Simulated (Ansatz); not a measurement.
Au:

```
Au
1.0
     0.00000    2.03500    2.03500
     2.03500    0.00000    2.03500
     2.03500    2.03500    0.00000
Au
1
Direct
  0.00000 0.00000 0.00000
```

Base run:

```yaml
Program: Ansatz 0.2.0
Functional: LDA
Potentials_or_basis: all-electron LAPW, scalar-relativistic
Cutoff: 249 eV (chosen from the basis error)
Basis_error_allowed: 0.001 eV/atom
k_mesh: 11 × 11 × 11
Occupations: fermi-dirac, width 0.05 eV
Spin: no spin polarisation
```

Its results: pressure -3.1 GPa.

The run is repeated on the same cell with these changes: functional from LDA to revPBE. What comes out?

Pressure 13.7 GPa.

revPBE binds less tightly than LDA, so the same cell stands under more pressure.
